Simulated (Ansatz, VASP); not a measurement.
# Two plane-wave programs on As

File INCAR:

```
PREC = Accurate
ENCUT = 600
EDIFF = 1E-6
ISMEAR = 0
SIGMA = 0.1
LREAL = F
LASPH = T
NELM = 100
ALGO = Normal
ISIF = 3
LWAVE = F
LCHARG = F
GGA = PE
IBRION = 2
NSW = 100
EDIFFG = -0.01
```

KPOINTS

```
regular mesh
0
Gamma
  20 20 20
```

POSCAR

```
As
1.0
    2.7702533838      0.0000000000      0.0000000000
    0.0000000000      2.7702533838      0.0000000000
    0.0000000000      0.0000000000      2.6846503825
As
1
Direct
    0.5000000000      0.5000000000      0.0000000000
```

Input for Ansatz:

```yaml
crystal:
  lattice:
    - [2.7702533838, 0.0, 0.0]
    - [0.0, 2.7702533838, 0.0]
    - [0.0, 0.0, 2.6846503825]
  atoms:
    - { symbol: As, position: [0.5, 0.5, 0.0] }
basis:
  ecutwfc: 420
kpoints:
  mp_grid: { grid: [20, 20, 20] }
hamiltonian:
  xc: pbe
scf:
  occupations: { method: gaussian, width: 0.1 }
output:
  forces: true
  stress: true
  eigenvalues: true
relax:
  adjacent_minimum: "off"
  f_tol: 0.01
  max_steps: 80
  cell: { stress_tol: 0.05 }
```

Alike in both runs: task relaxation of cell and atoms; functional PBE; k mesh 20 × 20 × 20; occupations gaussian, width 0.1 eV; no spin polarisation.

```csv
,VASP,Ansatz
version,VASP 6.6.1,Ansatz 0.2.0
potentials or method,"VASP PAW PBE potentials, release 64 (As)","scalar-relativistic, plane waves, PAW"
plane-wave cutoff (eV),600,420
valence electrons in the cell,5,15
```

Ansatz gave:

| Quantity | Value |
| --- | --- |
| gap on the k mesh at the Fermi level, each at its own relaxed structure (eV) | none |
| relaxed volume (Å³/atom) | 20.36 |
| relaxed cell length with the largest relative difference (Å) | 2.730 |
| energy change over the relaxation (meV/atom) | -8 |

**Question.** Which values does VASP return?

**Answer.** gap on the k mesh at the Fermi level, each at its own relaxed structure (eV): none; relaxed volume (Å³/atom): 20.40; relaxed cell length with the largest relative difference (Å): 2.733; energy change over the relaxation (meV/atom): -8.

A gap of «none» marks a metal or a gap that the smearing closes. The two sets of potentials don't hold the same shells in valence.
